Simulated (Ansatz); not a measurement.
## ZrC under changes of volume

One of the cells (13.228 Å³/atom); the others are scaled copies at fixed shape and fractional positions:

```
Zr C
1.0
     0.00000    2.36500    2.36500
     2.36500    0.00000    2.36500
     2.36500    2.36500    0.00000
Zr C
1 1
Direct
  0.50000 0.50000 0.50000
  0.00000 0.00000 0.00000
```

| Item | Value |
| --- | --- |
| Program | Ansatz 0.2.0 |
| Functional | PBE |
| Potentials or basis | Ansatz NC |
| Cutoff | 1116 eV (not typed: the program's choice for these potentials) |
| k mesh | 10 × 10 × 10 |
| Occupations | fermi-dirac, width 0.05 eV |
| Spin | no spin polarisation |

| volume (Å³/atom) | energy over the lowest point (meV/atom) | pressure (GPa) |
| --- | --- | --- |
| 12.434 | 21.73 | 11.9 |
| 12.699 | ? | ? |
| 12.963 | 0.00 | 1.6 |
| 13.228 | 1.10 | -2.8 |
| 13.493 | 9.14 | -6.8 |
| 13.757 | 23.45 | -10.4 |
| 14.022 | 43.42 | -13.7 |

Problem. What does the run at 12.699 Å³/atom give?

Solution. Energy over the lowest point 6.60 meV/atom; pressure 6.5 GPa.

Worked out: A Birch-Murnaghan fit of order 3 (a polynomial in V^(-2/3)) to the other rows has its minimum at 13.05 Å³/atom with B0 = V·E''(V) = 222 GPa and B' = 4.1. It gives 6.58 meV/atom at 12.699 Å³/atom, against the run's 6.60, and -dE/dV = 6.5 GPa, against 6.5.

Energies are extrapolated to zero smearing.
